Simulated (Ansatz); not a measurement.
Crystal: MnSb.

```
CELL_PARAMETERS angstrom
4.15000 0.00000 0.00000
-2.07500 3.59401 0.00000
0.00000 0.00000 5.78000
ATOMIC_POSITIONS crystal
Sb 0.66667 0.33333 0.75000
Sb 0.33333 0.66667 0.25000
Mn 0.00000 0.00000 0.50000
Mn 0.00000 0.00000 0.00000
```

```yaml
Program: Ansatz 0.2.0
Task: relaxation of cell and atoms
Functional: PBE
Potentials_or_basis: Ansatz PAW
Cutoff: "420 eV (not typed: the program's choice for these potentials)"
k_mesh: 7 × 7 × 5
Occupations: fermi-dirac, width 0.05 eV
Spin: collinear spin, ferromagnetic start
Starting_moments: "[0.0, 0.0, 4.0, 4.0] μB"
Hubbard_terms: Mn d U = 7 eV
```

At the start: volume 21.55 Å³/atom.

How do energy, volume and symmetry change on relaxing?

It ends after 9 steps and the volume is 26.01 Å³/atom (+20.7 %); space group P6_3/mmc (No. 194, to 0.05 Å); moment 8.42 μB per cell.

The path:
```tsv
step	energy change (eV)	largest force (eV/Å)	volume (Å³)
1	0.0000	0.0000	86.21
2	-0.5578	0.0000	97.58
3	-0.6221	0.0000	102.28
4	-0.6258	0.0000	103.70
5	-0.6258	0.0000	103.80
6	-0.6331	0.0000	103.80
7	-0.6332	0.0000	104.03
8	-0.6332	0.0000	104.03
9	-0.6332	0.0000	104.03
```

Final structure:
```xyz
4
Lattice="4.3664 0.0000 0.0000 -2.1832 3.7814 0.0000 0.0000 0.0000 6.3005" Properties=species:S:1:pos:R:3 pbc="T T T"
Sb    2.1832    1.2605    4.7254
Sb    0.0000    2.5209    1.5751
Mn    0.0000    0.0000    3.1503
Mn    0.0000    0.0000    0.0000
```

Caveat: the magnetic or orbital state may not be the lowest; the volume moved by over 15 % at a fixed basis, so the end points are rough; the plane-wave basis is chosen anew once the cell has moved, so the energies of steps on either side of that aren't comparable; the volume moved by +21 % from the deposited cell, more than functionals usually miss; only a ferromagnetic start was run, and an antiferromagnetic order may lie lower in energy; the U is typed as a test and isn't derived for this compound.
